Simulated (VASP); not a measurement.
# Rb (Im-3m) in VASP: settings compared

The runs below take Rb through relaxation of the atoms, relaxation of cell and atoms, with PBE, LDA.

All numbers are computed with VASP 6.6.1; they aren't measurements. Logs are shortened: lines on timing, memory, paths and dates and some standing lists are left out, and cuts for length are marked.

## 1. The structure

Symmetry: Im-3m, No. 229, cubic system. Conventional cell: a = 5.605 Å, b = 5.605 Å, c = 5.605 Å, α = 90.00°, β = 90.00°, γ = 90.00°.

## 2. Relaxation of the atoms, PBE (a relaxed cell with its volume scaled by 1.04)

Contents of INCAR:

```
SYSTEM = Rb
PREC = Accurate
ENCUT = 600
EDIFF = 1E-7
ISMEAR = 1
SIGMA = 0.1
LREAL = .FALSE.
LASPH = .TRUE.
NELM = 80
ALGO = Fast
ISIF = 2
LWAVE = .FALSE.
LCHARG = .FALSE.
GGA = PE
IBRION = 2
NSW = 40
EDIFFG = -0.01
```

Contents of KPOINTS:

```
regular mesh
0
G
  10 10 10
  0 0 0
```

Contents of POSCAR:

```
Rb                                      
1.0
   -2.8712581349      2.8712581349      2.8712581349
    2.8712581349     -2.8712581349      2.8712581349
    2.8712581349      2.8712581349     -2.8712581349
  Rb            
     1
Direct
     0.0000000000000000    0.0000000000000000    0.0000000000000000
```

Potentials or basis: VASP PAW PBE potentials, release 64 (Rb_sv).

The run is started by

```bash
> cat potpaw_PBE.64/Rb_sv/POTCAR > POTCAR
> mpirun -np 1 vasp_std > vasp.out
```

OUTCAR:

```text
SYSTEM = Rb
   PREC = Accurate
   ENCUT = 600
   EDIFF = 1E-7
   ISMEAR = 1
   LREAL = .FALSE.
   LASPH = .TRUE.
   NELM = 80
   ISIF = 2
   GGA = PE
   IBRION = 2
   NSW = 40
   EDIFFG = -0.01

 ion  position               nearest neighbor table
   1  0.000  0.000  0.000-

  LATTYP: Found a body centered cubic cell.
 ALAT       =     5.7425162698

  Lattice vectors:

 A1 = (  -2.8712581349,   2.8712581349,   2.8712581349)
 A2 = (   2.8712581349,  -2.8712581349,   2.8712581349)
 A3 = (   2.8712581349,   2.8712581349,  -2.8712581349)

Analysis of symmetry for initial positions (statically):
=====================================================================
 Subroutine PRICEL returns:
 Original cell was already a primitive cell.

 Routine SETGRP: Setting up the symmetry group for a
 body centered cubic supercell.

 Subroutine GETGRP returns: Found 48 space group operations
 (whereof 48 operations were pure point group operations)
 out of a pool of 48 trial point group operations.

The static configuration has the point symmetry O_h .

Analysis of symmetry for dynamics (positions and initial velocities):
=====================================================================
 Subroutine PRICEL returns:
 Original cell was already a primitive cell.

 Routine SETGRP: Setting up the symmetry group for a
 body centered cubic supercell.

 Subroutine GETGRP returns: Found 48 space group operations
 (whereof 48 operations were pure point group operations)
 out of a pool of 48 trial point group operations.

The dynamic configuration has the point symmetry O_h .

 Subroutine INISYM returns: Found 48 space group operations
 (whereof 48 operations are pure point group operations),
 and found     1 'primitive' translations

----------------------------------------------------------------------------------------

                                     Primitive cell

  volume of cell :      94.6840

  direct lattice vectors                    reciprocal lattice vectors
    -2.871258135  2.871258135  2.871258135     0.000000000  0.174139689  0.174139689
     2.871258135 -2.871258135  2.871258135     0.174139689  0.000000000  0.174139689
     2.871258135  2.871258135 -2.871258135     0.174139689  0.174139689  0.000000000

  length of vectors
     4.973164971  4.973164971  4.973164971     0.246270711  0.246270711  0.246270711

  position of ions in fractional coordinates (direct lattice)
     0.000000000  0.000000000  0.000000000
[... 81 lines left out ...]
   NFREE  =      1    steps in history (QN), initial steepest desc. (CG)
   ISIF   =      2    stress and relaxation
   ISYM   =      2    0-nonsym 1-usesym 2-fastsym
   POTIM  = 0.5000    time-step for ionic-motion
   TEBEG  =    0.0;   TEEND  =   0.0 temperature during run
   PSTRESS=    0.0 pullay stress
   NELECT =       9.0000    total number of electrons
   NUPDOWN=      -1.0000    fix difference up-down
   EMIN   =  10.00;   EMAX   =-10.00  energy-range for DOS
   EFERMI =   0.00;   METHOD = LEGACY
   ISMEAR =     1;   SIGMA  =   0.10  broadening in eV -4-tet -1-fermi 0-gaus
   EFERMI_NEDOS =   21; number of points for ismear=-14 and -15
   IALGO  =     68    algorithm
   IMIX   =      4    mixing-type and parameters
     AMIX     =   0.40;   BMIX     =  1.00
     AMIX_MAG =   1.60;   BMIX_MAG =  1.00
  volume/ion in A,a.u.               =      94.68       638.96
  Fermi-wavevector in a.u.,A,eV,Ry     =   0.747131  1.411873  7.594837  0.558205
  Thomas-Fermi vector in A             =   1.843114
   LORBIT       =      0    0 simple, 1 ext, 2 COOP (PROOUT), +10 PAW based schemes
   GGA     = PE    functional components
   LHFCALC =     F    Hartree Fock is set to
   AEXX    =    0.0000 exact exchange contribution
   IVDW    =     0    specifies the selected vdW correction
   LEPSILON=     F    determine dielectric tensor
   LRPA    =     F    only Hartree local field effects (RPA)
 conjugate gradient relaxation of ions
 non-spin polarized calculation
 RMM-DIIS sequential band-by-band and
 Methfessel and Paxton  Order N= 1 SIGMA  =   0.10
  energy-cutoff  :      600.00
  volume of cell :       94.68
 maximum number of plane-waves:      3252
   NGX = 19   NGY = 19   NGZ = 19

 number of electron       9.0000000 magnetization

 Free energy of the ion-electron system (eV)
  ---------------------------------------------------
  ext. energy  EPLUGINS =         0.00000000
  ---------------------------------------------------
  free energy    TOTEN  =        -0.93171372 eV

  energy without entropy =       -0.93093384  energy(sigma->0) =       -0.93145376

 E-fermi :  -0.0708     XC(G=0):  -5.3722

 val. band max:       -0.0764321006   @ k =  -0.3000   0.4000   0.2000
 cond. band min:       0.0049855854   @ k =  -0.4000   0.4000   0.2000
 fundamental gap:      0.0814176859
 Fermi energy:        -0.0707962822

 k-point     1 :       0.0000    0.0000    0.0000
  band No.  band energies     occupation
      1     -28.9998      2.00000
      2     -13.0456      2.00000
      3     -13.0456      2.00000
      4     -13.0456      2.00000
      5      -1.9950      2.00000
      6       3.5661      0.00000
      7       3.5661      0.00000
      8       3.5662      0.00000
[... 243 lines left out ...]
 k-point    24 :      -0.3000    0.3000    0.1000
  band No.  band energies     occupation
      1     -28.9973      2.00000
      2     -13.0992      2.00000
      3     -13.0669      2.00000
      4     -13.0518      2.00000
      5      -0.9251      2.00000
      6       2.0243      0.00000
      7       2.8077      0.00000
      8       3.6296      0.00000

 [... further k-points ...]

------------------------ aborting loop because EDIFF is reached ----------------------------------------

  FORCE on cell =-STRESS in cart. coord.  units (eV):
  Direction    XX          YY          ZZ          XY          YZ          ZX
  --------------------------------------------------------------------------------------
  -------------------------------------------------------------------------------------
  Total       -0.0556429     -0.0556429     -0.0556429     -0.0000000     -0.0000000     -0.0000000
  in kB       -0.9415507     -0.9415507     -0.9415507     -0.0000000     -0.0000000     -0.0000000
  external PRESSURE =      -0.9415507 kB  Pullay stress =       0.0000000 kB

 VOLUME and BASIS-vectors are now :
 -----------------------------------------------------------------------------
  energy-cutoff  :      600.00
  volume of cell :       94.68
      direct lattice vectors                 reciprocal lattice vectors
    -2.871258135  2.871258135  2.871258135     0.000000000  0.174139689  0.174139689
     2.871258135 -2.871258135  2.871258135     0.174139689  0.000000000  0.174139689
     2.871258135  2.871258135 -2.871258135     0.174139689  0.174139689  0.000000000

 POSITION                                       TOTAL-FORCE (eV/Angst)
 -----------------------------------------------------------------------------------
      0.00000      0.00000      0.00000         0.000000     -0.000000      0.000000
 -----------------------------------------------------------------------------------
    total drift:                                0.000000     -0.000000     -0.000000

  FREE ENERGIE OF THE ION-ELECTRON SYSTEM (eV)
  ---------------------------------------------------
  free  energy   TOTEN  =        -0.9317137175 eV

  energy  without entropy=       -0.9309338367  energy(sigma->0) =       -0.93145376

 reached required accuracy - stopping structural energy minimisation
```

OSZICAR:

```text
N       E                     dE             d eps       ncg     rms          rms(c)
DAV:   1     0.516839577867E+02    0.51684E+02   -0.34762E+03   752   0.894E+02
DAV:   2     0.211329965589E+01   -0.49571E+02   -0.48759E+02   872   0.142E+02
DAV:   3    -0.824345170931E+00   -0.29376E+01   -0.29375E+01   944   0.422E+01
DAV:   4    -0.929154207753E+00   -0.10481E+00   -0.10369E+00  1256   0.634E+00
DAV:   5    -0.929842709493E+00   -0.68850E-03   -0.68847E-03  1088   0.440E-01    0.118E+00
RMM:   6    -0.930553872100E+00   -0.71116E-03   -0.12681E-03   752   0.270E-01    0.716E-01
RMM:   7    -0.931592444282E+00   -0.10386E-02   -0.33950E-03   753   0.441E-01    0.467E-02
RMM:   8    -0.931711002393E+00   -0.11856E-03   -0.18484E-04   797   0.112E-01    0.651E-03
RMM:   9    -0.931712840336E+00   -0.18379E-05   -0.30359E-05   879   0.362E-02    0.456E-03
RMM:  10    -0.931713657595E+00   -0.81726E-06   -0.65027E-06   902   0.162E-02    0.295E-03
RMM:  11    -0.931713656194E+00    0.14013E-08   -0.12978E-06   822   0.729E-03    0.986E-04
RMM:  12    -0.931713717451E+00   -0.61257E-07   -0.54641E-07   711   0.414E-03
   1 F= -.93171372E+00 E0= -.93145376E+00  d E =-.931714E+00
```

CONTCAR:

```text
Rb
   1.00000000000000
    -2.8712581349000001    2.8712581349000001    2.8712581349000001
     2.8712581349000001   -2.8712581349000001    2.8712581349000001
     2.8712581349000001    2.8712581349000001   -2.8712581349000001
  Rb
     1
Direct
     0.0000000000000000    0.0000000000000000    0.0000000000000000

  0.00000000E+00  0.00000000E+00  0.00000000E+00
```

Wall time 29 s (1 thread of Intel Xeon Platinum 8488C (Sapphire Rapids), shared host); peak memory 0.25 GiB.

Results:

```yaml
Free_energy: -0.9317 eV
Pressure_after_relaxing: -0.1 GPa
Band_gap_on_the_k_mesh: none (metal or under the smearing width)
```

Final structure:
```cif
data_structure
_symmetry_space_group_name_H-M 'P 1'
_symmetry_Int_Tables_number 1
_cell_length_a 4.9732
_cell_length_b 4.9732
_cell_length_c 4.9732
_cell_angle_alpha 109.471
_cell_angle_beta 109.471
_cell_angle_gamma 109.471
_cell_volume 94.68
loop_
_atom_site_label
_atom_site_type_symbol
_atom_site_fract_x
_atom_site_fract_y
_atom_site_fract_z
_atom_site_occupancy
Rb1 Rb 0.00000 0.00000 0.00000 1
```

Caveat: the relaxation stopped at its first step, so nothing moved.

(Part 1 of 2 ends here.)
